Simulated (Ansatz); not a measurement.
A single-point calculation of wurtzite GaN with the PAW code Ansatz, at the level LC-ωPBE. The cell was relaxed beforehand with r2SCAN.

```yaml
crystal:
  lattice:
    - [3.1831494038, 0.0, 0.0]
    - [-1.5915747019, 2.7566882477, 0.0]
    - [0.0, 0.0, 5.1836255107]
  atoms:
    - { symbol: Ga, position: [0.3333333333, 0.6666666667, -0.0008868064] }
    - { symbol: Ga, position: [0.6666666667, 0.3333333333, 0.4991131936] }
    - { symbol: "N", position: [0.3333333333, 0.6666666667, 0.3758868064] }
    - { symbol: "N", position: [0.6666666667, 0.3333333333, 0.8758868064] }
kpoints:
  mp_grid: { grid: [6, 6, 4] }
hamiltonian:
  xc: lc_wpbe
scf:
  occupations: { method: fixed }
  n_extra_bands: 5
output:
  forces: true
  stress: true
  eigenvalues: true
  write_density: true
  write_potential: true
  elf: true
  volumetric_format: npy
```

Some lines of the output have been replaced by numbered gaps.
```
scf.n_extra_bands = 5 over 18 filled bands (N_el = 36.0): the run solves 23 bands
Functional definition: LC-wPBE
Crystal: 4 atoms, lattice volume = 45.486 Å³
Basis set: ecut = 420 eV, 893 PW (Γ)
Symmetry: 12 space group operations
Space group: P63mc (ITA 186)
k-points: 21 of 144 (time reversal used)
Exchange kernel: α = 0.0000 at short range, 1.0000 at long range (ω = 0.7559 Å⁻¹), several ranges, Wigner–Seitz truncation, v(0) = 11947.6231 eV·Å³, q-mesh 6×6×4
hybrid outer 1: dexx = +1.288e-1 eV, tail = 4.86e-4 eV
hybrid outer 2: dexx = +1.613e-5 eV, tail = 9.93e-7 eV, Δε = 9.96e-3 eV, ΔF = 2.83e-3 eV/Å
hybrid outer 3: dexx = +2.375e-8 eV, tail = 5.26e-9 eV, Δε = 2.45e-4 eV, ΔF = 4.19e-5 eV/Å
hybrid SCF converged: 3 outer / 15 inner (+2 warm-up)
Free energy (F): -8339.693646 eV
[1]
--- Forces (eV/Å), atoms counted from 1 ---
[2]
--- Stress (GPa, compression-positive) ---
       -5.677952       0.000000       0.000000
        0.000000      -5.677952       0.000000
        0.000000       0.000000      -5.998411
  P = ⅓ Tr σ = -5.7848 GPa (-57.848 kbar)
--- Band table (eV; the first three rows and the last of 21) ---
[3]
```

The rows of the band table are 0: (0, 0, 0) = Γ, 1: (0, 0, 1/4), 2: (0, 0, -1/2) = A, 20: (1/3, 1/3, -1/2) = H.

Task: What stood in the gaps? They hold the Fermi energy and the band table, the forces.

Result:
```
[1]
Fermi energy:    6.106464 eV
[2]
  atom   1  Ga      0.00000      0.00000    -0.00910
  atom   2  Ga      0.00000      0.00000    -0.00910
  atom   3  N       0.00000      0.00000      0.00910
  atom   4  N       0.00000      0.00000      0.00910
[3]
  k-point 0: bands = […, -2.6383, 4.8149, 4.8149, 6.0778, 6.1065, 6.1065, 14.6099, 17.1740, 22.8577, 23.0842, …]
  k-point 1: bands = […, -1.2699, 4.4809, 4.9925, 4.9925, 5.9039, 5.9039, 15.8131, 17.3109, 22.3303, 22.7365, …]
  k-point 2: bands = […, 1.5247, 1.5247, 5.4370, 5.4370, 5.4370, 5.4370, 17.2137, 17.2137, 21.7198, 21.7198, …]
  k-point 20: bands = […, -1.4245, -1.4245, 0.8789, 0.8789, 4.2862, 4.2862, 19.4232, 19.4232, 20.1985, 20.1985, …]
```
Only the leading digits can be foreseen; the rest is this run's record.

LC-ωPBE gives a direct gap of 8.50 eV at Γ. Edges are sought over the mesh and the listed points. At this geometry LC-ωPBE finds -5.8 GPa, compression counted positive: its own equilibrium volume is smaller. (The program warns that its thresholds are loose for a hybrid's stress.)

Run as `ansatz run input.yaml --threads 4 --pin off --max-ram 7372MiB --backend cpu --events-out ev --progress --plain --runs-dir out`. It took 22 s on 4 threads of Arm Neoverse V1, on a shared host, load about 0.5 per core; peak host memory 1.4 GiB.

Calculated for a static, non-magnetic cell.

The meshes of the hybrids are coarse, so their gaps aren't converged to the digits shown.
